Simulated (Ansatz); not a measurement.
All-electron card of WSe$_{2}$

```
W Se
1.0
     3.29000    0.00000    0.00000
    -1.64500    2.84922    0.00000
     0.00000    0.00000   12.97000
W Se
2 4
Direct
  0.33333 0.66667 0.25000
  0.66667 0.33333 0.75000
  0.33333 0.66667 0.62100
  0.66667 0.33333 0.12100
  0.33333 0.66667 0.87900
  0.66667 0.33333 0.37900
```

Atom numbers follow the list: W1, W2, Se3, Se4, Se5, Se6.

The cell is COD entry 9009146, as deposited and not checked against the literature; nothing was relaxed.

No spin–orbit coupling, which matters for the heavy atoms here.

Methods: DFT, PBE, all-electron LAPW, scalar-relativistic (Ansatz 0.2.0); DFT, PBE, PAW with Ansatz's default frozen-core files, scalar-relativistic (Ansatz 0.2.0).

For LAPW: a Γ-centred 11×11×3 k mesh, Fermi–Dirac smearing of 0.08 eV, basis error target 0.5 meV/atom, no spin polarisation. PAW takes a cutoff of 420 eV at this cell. The Ansatz runs share mesh, smearing and spin set-up. Values come from LAPW unless marked.

* Bader charges (from the PAW run): W1 +1.08, Se3 -0.54 e
* Band gap: 0.95 eV
* Largest force: 0.0067 Ry/bohr on Se3
* Stress xx, yy, zz (compression positive): 3.43, 3.43, 4.40 GPa
* Volume per atom: 20.26 Å³

(1) Predict this quantity. Pressure at this cell.

(2) Smallest direct gap on the path: what does the calculation give?

(3) Löwdin charges (with 0.41 e of the cell spilling out of the atomic basis, so their sizes and signs hang on that basis): what does the calculation give?

Answers

(1) 3.75 GPa.

(2) 1.53 eV.

(3) W1 0.36, Se3 -0.08 e.
